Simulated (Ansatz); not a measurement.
# Au: the cost of one run

Program: Ansatz 0.2.0. Level of theory: DFT PBE, scalar-relativistic. These are calculated values, not measurements.

## Step 1: The structure to begin with

The structure is hexagonal, space group P6_3/mmc (No. 194). Conventional cell: a = 2.900 Å, b = 2.900 Å, c = 4.880 Å, α = 90.00°, β = 90.00°, γ = 120.00°. Au (site symmetry -6m2) has 12 Au at 2.90 to 2.96 Å as nearest neighbours.

Structure file:

```xyz
2
Lattice="2.9000 0.0000 0.0000 -1.4500 2.5115 0.0000 0.0000 0.0000 4.8800" Properties=species:S:1:pos:R:3 pbc="T T T"
Au    0.0000    1.6743    3.6600
Au    1.4500    0.8372    1.2200
```

Atoms are numbered in the order of the input: Au1, Au2.

## Step 2: The deformed structure

Space group P6_3/mmc before, P6_3/mmc after.

## Step 3: All-electron LAPW

input.yaml

```yaml
crystal:
  lattice:
    - [2.9579983786, 0.0, 0.0]
    - [-1.4789991893, 2.5617017403, 0.0]
    - [0.0, 0.0, 4.88]
  atoms:
    - { symbol: Au, position: [0.3333333333, 0.6666666667, 0.75] }
    - { symbol: Au, position: [0.6666666667, 0.3333333333, 0.25] }
kpoints:
  mp_grid: { grid: [14, 14, 8] }
  band_path:
    path:
      - [0.0, 0.0, 0.0]
      - [0.5, 0.0, 0.0]
      - [0.3333333333, 0.3333333333, 0.0]
      - [0.0, 0.0, 0.0]
      - [0.0, 0.0, 0.5]
      - [0.5, 0.0, 0.5]
      - [0.3333333333, 0.3333333333, 0.5]
      - [0.0, 0.0, 0.5]
      - [0.5, 0.0, 0.5]
    npoints: 5
scf:
  occupations: { method: fermi_dirac, width: 0.03 }
hamiltonian:
  xc: pbe
  pseudopotentials: { kind: all_electron, lapw: { basis_error: 0.0005 } }
output:
  forces: true
  stress: true
  eigenvalues: true
```

Launch:

```
$ ansatz run input.yaml --threads 1 --pin off --max-ram 3072MiB --backend cpu --events-out ev --progress --plain --runs-dir out
```

Q: Estimate wall time and peak memory on 1 thread of Intel Xeon Platinum 8488C (Sapphire Rapids), shared host.

About 68 s, with a peak of 0.66 GiB.
